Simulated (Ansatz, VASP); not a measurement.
Ca: VASP beside Ansatz

Contents of INCAR:

```
PREC = Accurate
ENCUT = 600
EDIFF = 1E-6
ISMEAR = -1
SIGMA = 0.08
LREAL = F
LASPH = T
NELM = 80
ALGO = Normal
ISIF = 3
LWAVE = F
LCHARG = F
GGA = PS
IBRION = 2
NSW = 60
EDIFFG = -0.005
```

The input KPOINTS:

```
regular mesh
0
Gamma
  11 11 11
```

File POSCAR:

```
Ca
1.0
    3.5263652475      0.0000000000      0.0000000000
    0.0000000000      3.5263652475      0.0000000000
    0.0000000000      0.0000000000      3.5263652475
Ca
1
Direct
    0.0000000000      0.0000000000      0.0000000000
```

Input for Ansatz:

```yaml
crystal:
  lattice:
    - [3.5263652475, 0.0, 0.0]
    - [0.0, 3.5263652475, 0.0]
    - [0.0, 0.0, 3.5263652475]
  atoms:
    - { symbol: Ca, position: [0.0, 0.0, 0.0] }
kpoints:
  mp_grid: { grid: [11, 11, 11] }
scf:
  occupations: { method: fermi_dirac, width: 0.08 }
hamiltonian:
  xc: pbesol
  pseudopotentials: { kind: paw }
output:
  forces: true
  stress: true
relax:
  f_tol: 0.005
  max_steps: 40
  cell: {}
```

Alike in both runs: task relaxation of cell and atoms; functional PBEsol; k mesh 11 × 11 × 11; occupations fermi-dirac, width 0.08 eV; no spin polarisation.

```csv
,VASP,Ansatz
version,VASP 6.6.1,Ansatz 0.2.0
potentials or method,"VASP PAW PBE potentials, release 64 (Ca_sv)","PAW with Ansatz's default frozen-core files, scalar-relativistic"
plane-wave cutoff (eV),600,420
valence electrons in the cell,10,10
```

Ansatz gave:

* relaxed volume (Å³/atom): 41.50
* relaxed cell length with the largest relative difference (Å): 3.462
* energy change over the relaxation (meV/atom): -4

Problem. What did VASP give for the same quantities?

Solution. Relaxed volume (Å³/atom): 41.69; relaxed cell length with the largest relative difference (Å): 3.468; energy change over the relaxation (meV/atom): -4.

Caveats: the PAW data sets were made with another functional, which shifts forces and pressure a little (VASP).
